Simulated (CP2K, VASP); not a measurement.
Given: the input of a run of VASP 6.6.1 on Tl (Thallium). 

File INCAR:

```
ALGO     = Fast           # electronic algorithm
EDIFF    = 1E-7           # SCF threshold, eV
ENCUT    = 520            # plane-wave cutoff, eV
ISIF     = 2              # what is computed and relaxed
ISMEAR   = 0              # smearing method
LASPH    = T              # aspherical terms in the spheres
LCHARG   = T              # write CHGCAR
LELF     = T              # ELF
LREAL    = F              # projectors in reciprocal space
LVHAR    = T            
LWAVE    = F              # write WAVECAR
NELM     = 60             # most SCF steps
PREC     = Accurate       # precision mode
SIGMA    = 0.1            # smearing width, eV
```

File KPOINTS:

```
k-points
0
Gamma
  9 9 5
```

POSCAR

```
Tl
1.0
    3.4560000000      0.0000000000      0.0000000000
   -1.7280000000      2.9929837955      0.0000000000
    0.0000000000      0.0000000000      5.5250000000
Tl
2
Cartesian
    1.7280000002      0.9976612651      4.1437500000
   -0.0000000002      1.9953225304      1.3812500000
```

Potentials or basis: VASP PAW LDA potentials, release 54 (Tl_d).

The run is started by

```bash
$ cat potpaw_LDA.54/Tl_d/POTCAR > POTCAR
$ mpirun -np 1 vasp_std > vasp.out
```

Task: What does the same run look like in CP2K 2026.2? Potentials or basis there: GTH_POTENTIALS Tl GTH-PADE-q13; TZVP-MOLOPT-PBE-GTH basis.

Result: As run (cutoffs and basis follow the program's own potentials, and thresholds, step limits or extra output files can differ):

The input tl_scf.inp:

```
&GLOBAL
  PROJECT tl_scf
  RUN_TYPE ENERGY_FORCE
  PRINT_LEVEL LOW
&END GLOBAL
&FORCE_EVAL
  METHOD QS
  STRESS_TENSOR ANALYTICAL
  &DFT
    BASIS_SET_FILE_NAME BASIS_MOLOPT_UZH
    POTENTIAL_FILE_NAME GTH_POTENTIALS
    &MGRID
      CUTOFF 450
      REL_CUTOFF 60
      NGRIDS 4
    &END MGRID
    &QS
      METHOD GPW
      EPS_DEFAULT 1.0E-10
    &END QS
    &KPOINTS
      SCHEME MONKHORST-PACK 9 9 5
      GAMMA_CENTERED T
      SYMMETRY T
      SYMMETRY_BACKEND SPGLIB
    &END KPOINTS
    &SCF
      SCF_GUESS ATOMIC
      EPS_SCF 1.0E-6
      MAX_SCF 100
      ADDED_MOS 10
      CHOLESKY OFF
      EPS_EIGVAL 1.0E-7
      &DIAGONALIZATION ON
        ALGORITHM STANDARD
      &END DIAGONALIZATION
      &MIXING ON
        METHOD BROYDEN_MIXING
        ALPHA 0.4
        BETA 1.5
        NBUFFER 8
      &END MIXING
      &SMEAR ON
        METHOD GAUSSIAN
        SIGMA [eV] 0.1
      &END SMEAR
    &END SCF
    &XC
      &XC_FUNCTIONAL
        &LDA_X
        &END LDA_X
        &LDA_C_PW
        &END LDA_C_PW
      &END XC_FUNCTIONAL
    &END XC
    &PRINT
      &KPOINTS ON
      &END KPOINTS
      &MULLIKEN ON
      &END MULLIKEN
      &MO ON
        ENERGIES T
        OCCUPATION_NUMBERS T
        &EACH
          QS_SCF 0
        &END EACH
        ADD_LAST NUMERIC
      &END MO
      &LOWDIN ON
      &END LOWDIN
      &HIRSHFELD ON
        SHAPE_FUNCTION DENSITY
      &END HIRSHFELD
    &END PRINT
  &END DFT
  &SUBSYS
    &CELL
      A 3.4560000000 0.0000000000 0.0000000000
      B -1.7280000000 2.9929837955 0.0000000000
      C 0.0000000000 0.0000000000 5.5250000000
      PERIODIC XYZ
    &END CELL
    &COORD
      SCALED
      Tl  0.6666666667 0.3333333333 0.7500000000
      Tl  0.3333333333 0.6666666667 0.2500000000
    &END COORD
    &KIND Tl
      BASIS_SET TZVP-MOLOPT-PBE-GTH-q13
      POTENTIAL GTH-PADE-q13
    &END KIND
    &PRINT
      &ATOMIC_COORDINATES ON
      &END ATOMIC_COORDINATES
      &CELL ON
      &END CELL
      &SYMMETRY ON
      &END SYMMETRY
    &END PRINT
  &END SUBSYS
  &PRINT
    &FORCES ON
    &END FORCES
    &STRESS_TENSOR ON
    &END STRESS_TENSOR
  &END PRINT
&END FORCE_EVAL
```

Potentials or basis: GTH_POTENTIALS Tl GTH-PADE-q13; TZVP-MOLOPT-PBE-GTH basis.

The run is started by

```console
$ OMP_NUM_THREADS=1 cp2k.psmp -i tl_scf.inp -o tl_scf.out
```

Both were run:

|  | VASP | CP2K |
| --- | --- | --- |
| Pressure | -1.5 GPa | -1.4 GPa |

The two programs' LDA may be different fits to the electron gas.

Pressure is positive in compression.
